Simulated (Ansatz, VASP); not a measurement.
One calculation of HfB2, two programs

```
Hf B
1.0
     3.09756    0.00000    0.00000
    -1.54878    2.68257    0.00000
     0.00000    0.00000    3.43297
Hf B
1 2
Direct
  0.00000 0.00000 0.00000
  0.66667 0.33333 0.50000
  0.33333 0.66667 0.50000
```

Change from the starting cell: volume scaled by 0.96.

Alike in both runs: task single point; functional PBEsol; k mesh 10 × 10 × 8; occupations fermi-dirac, width 0.05 eV; no spin polarisation.

```csv
,VASP,Ansatz
version,VASP 6.6.1,Ansatz 0.2.0
potentials or method,"VASP PAW PBE potentials, release 64 (Hf_pv, B)",Ansatz PAW
plane-wave cutoff (eV),520,420
valence electrons in the cell,16,32
```

```csv
,VASP,Ansatz,Ansatz less VASP
gap on the k mesh at the Fermi level (eV),none,none,-
pressure (GPa),6.5,6.5,-0.03
largest component of the traceless stress (GPa),1.25,1.51,+0.260
```

A gap of «none» marks a metal or a gap that the smearing closes. The two sets of potentials don't hold the same shells in valence.

Caveats: the PAW data sets were made with another functional, which shifts forces and pressure a little (VASP); the PAW data sets come from PBE, with cores solved anew for the run's functional, which leaves a small shift of forces and pressure (Ansatz). The runs have no spin-orbit coupling, so splittings on Hf are missing.
